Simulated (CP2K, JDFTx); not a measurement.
Given: the input of a run of JDFTx 1.7.0 (patched build) on FePt (Tetraferroplatinum). 

The input FePt.in:

```
lattice \
    5.1466691004     0.0000000000     0.0000000000 \
    0.0000000000     5.1466691004     0.0000000000 \
    0.0000000000     0.0000000000     7.0297811836
coords-type Lattice
ion Pt     0.5000000000     0.5000000000     0.5000000000 1
ion Fe     0.0000000000     0.0000000000     0.0000000000 1

ion-species pseudo/Pt.upf
ion-species pseudo/Fe.upf
elec-cutoff 45 360
elec-ex-corr gga-PBE
kpoint-folding 10 10 7
elec-smearing Fermi 0.0018374661
elec-n-bands 26
spintype z-spin
initial-magnetic-moments Fe 3
elec-initial-magnetization 3 no
electronic-SCF nIterations 100 energyDiffThreshold 1e-09
electronic-minimize nIterations 30 energyDiffThreshold 1e-7
converge-empty-states yes
forces-output-coords Cartesian

dump-name run.$VAR
dump End Ecomponents EigStats BandEigs Kpoints Forces Stress
```

Potentials or basis: PseudoDojo-SR-PBE-0.5-standard.

Run with:

```console
$ jdftx -c 1 -i FePt.in -o FePt.out
```

Question: What does the same run look like in CP2K 2026.2? Potentials or basis there: GTH_POTENTIALS Pt GTH-PBE-q18; POTENTIAL_UZH Fe GTH-PBE-q16; TZVP-MOLOPT-SR-GTH, TZVP-MOLOPT-PBE-GTH basis.

Answer: As run (cutoffs and basis follow the program's own potentials, and thresholds, step limits or extra output files can differ):

Contents of fept_scf.inp:

```
&GLOBAL
  PROJECT fept_scf
  RUN_TYPE ENERGY_FORCE
  PRINT_LEVEL LOW
&END GLOBAL
&FORCE_EVAL
  METHOD QS
  STRESS_TENSOR ANALYTICAL
  &DFT
    BASIS_SET_FILE_NAME BASIS_MOLOPT_UCL
    BASIS_SET_FILE_NAME BASIS_MOLOPT_UZH
    POTENTIAL_FILE_NAME GTH_POTENTIALS
    UKS T
    MULTIPLICITY 5
    &MGRID
      CUTOFF 500
      REL_CUTOFF 60
      NGRIDS 5
    &END MGRID
    &QS
      METHOD GPW
      EPS_DEFAULT 1.0E-10
    &END QS
    &KPOINTS
      SCHEME MONKHORST-PACK 10 10 7
      GAMMA_CENTERED T
      SYMMETRY T
      SYMMETRY_BACKEND SPGLIB
    &END KPOINTS
    &SCF
      SCF_GUESS ATOMIC
      EPS_SCF 1.0E-6
      MAX_SCF 150
      ADDED_MOS 16 20
      CHOLESKY OFF
      EPS_EIGVAL 1.0E-7
      &DIAGONALIZATION ON
        ALGORITHM STANDARD
      &END DIAGONALIZATION
      &MIXING ON
        METHOD PULAY_MIXING
        ALPHA 0.4
        BETA 1.5
        NBUFFER 6
      &END MIXING
      &SMEAR ON
        METHOD FERMI_DIRAC
        ELECTRONIC_TEMPERATURE 580.23
      &END SMEAR
    &END SCF
    &XC
      &XC_FUNCTIONAL PBE
      &END XC_FUNCTIONAL
    &END XC
    &PRINT
      &KPOINTS ON
      &END KPOINTS
      &MULLIKEN ON
      &END MULLIKEN
      &MO ON
        ENERGIES T
        OCCUPATION_NUMBERS T
        &EACH
          QS_SCF 0
        &END EACH
        ADD_LAST NUMERIC
      &END MO
      &LOWDIN ON
      &END LOWDIN
      &HIRSHFELD ON
        SHAPE_FUNCTION DENSITY
      &END HIRSHFELD
    &END PRINT
  &END DFT
  &SUBSYS
    &CELL
      A 2.7235000000 0.0000000000 0.0000000000
      B 0.0000000000 2.7235000000 0.0000000000
      C 0.0000000000 0.0000000000 3.7200000000
      PERIODIC XYZ
    &END CELL
    &COORD
      Pt  1.3617500000 1.3617500000 1.8600000000
      Fe  0.0000000000 0.0000000000 0.0000000000
    &END COORD
    &KIND Pt
      BASIS_SET TZVP-MOLOPT-SR-GTH-q18
      POTENTIAL GTH-PBE-q18
    &END KIND
    &KIND Fe
      BASIS_SET TZVP-MOLOPT-PBE-GTH-q16
      POTENTIAL GTH-PBE-q16
      POTENTIAL_FILE_NAME POTENTIAL_UZH
      MAGNETIZATION 3.0
    &END KIND
    &PRINT
      &ATOMIC_COORDINATES ON
      &END ATOMIC_COORDINATES
      &CELL ON
      &END CELL
      &SYMMETRY ON
      &END SYMMETRY
    &END PRINT
  &END SUBSYS
  &PRINT
    &FORCES ON
    &END FORCES
    &STRESS_TENSOR ON
    &END STRESS_TENSOR
  &END PRINT
&END FORCE_EVAL
```

Potentials or basis: GTH_POTENTIALS Pt GTH-PBE-q18; POTENTIAL_UZH Fe GTH-PBE-q16; TZVP-MOLOPT-SR-GTH, TZVP-MOLOPT-PBE-GTH basis.

Run with:

```console
$ OMP_NUM_THREADS=2 cp2k.psmp -i fept_scf.inp -o fept_scf.out
```

Both were run:

|  | JDFTx | CP2K |
| --- | --- | --- |
| Pressure | 4.1 GPa | 5.0 GPa |
| Net moment | 3.36 μB per cell | 3.38 μB per cell |
| Absolute moment | 3.55 μB per cell | 3.56 μB per cell |

The magnetic state is the one that the start led to; the real crystal's order can differ.

Pressure is positive in compression.
